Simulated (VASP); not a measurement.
Crystal: CdSe (Cadmoselite).

```
Cd Se
1.0
     4.30000    0.00000    0.00000
    -2.15000    3.72391    0.00000
     0.00000    0.00000    7.02000
Cd Se
2 2
Direct
  0.33333 0.66667 0.00000
  0.66667 0.33333 0.50000
  0.33333 0.66667 0.38500
  0.66667 0.33333 0.88500
```

Base run:

```yaml
Program: VASP 6.6.1
Functional: PBEsol
Potentials_or_basis: VASP PAW PBE potentials, release 64 (Cd, Se)
Cutoff: 520 eV
k_mesh: 6 × 6 × 3
Occupations: fermi-dirac, width 0.02 eV
Spin: no spin polarisation
```

Its results: band gap on the k mesh 0.58 eV, direct; pressure 0.5 GPa; largest force 0.275 eV/Å.

Question: After a change of settings the same cell gave: band gap on the k mesh 0.70 eV, direct; pressure 3.3 GPa; largest force 0.292 eV/Å. Which change was it?
A. functional from PBEsol to PBE
B. functional from PBEsol to r2SCAN
C. functional from PBEsol to LDA; potentials or basis from VASP PAW PBE potentials, release 64 (Cd, Se) to VASP PAW LDA potentials, release 64 (Cd, Se)
D. functional from PBEsol to HSE06; k mesh from 6 × 6 × 3 to 5 × 5 × 3

Answer: A.

PBE binds less tightly than PBEsol, so the same cell stands under more pressure.

Caveats: the PAW data sets were made with another functional, which shifts forces and pressure a little (some runs).
